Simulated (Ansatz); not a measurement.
Crystal: TaN.

```
Ta N
1.0
     0.00000    2.49114    2.49114
     2.49114    0.00000    2.49114
     2.49114    2.49114    0.00000
Ta N
1 1
Direct
  0.00000 0.00000 0.00000
  0.25000 0.25000 0.25000
```

The cell comes from a database or a generator and needn't be the stable form of this composition.

Program: Ansatz 0.2.0. Alike in all runs: potentials or basis Ansatz PAW; no spin polarisation; cell as given; k mesh 5 × 5 × 5; smearing fermi-dirac 0.05 eV; the mesh is coarse, so values aren't converged.

Order these runs on this cell by their pressure, lowest first.
A. level LDA; cutoff (eV) 420; points for each segment of the path 14
B. level PBE0; cutoff (eV) 420
C. level r2SCAN; cutoff (eV) 500; points for each segment of the path 14

A (-34.9 GPa), B (-31.7 GPa), C (-29.7 GPa).

Caveats: all runs use coarse meshes; a pressure of tens of GPa on the cell as given is suspect, and the run, the potentials or the cell itself is likely at fault; the PAW data sets come from PBE, with cores solved anew for the run's functional, which leaves a small shift of forces and pressure; the thresholds are loose for stress (some runs).
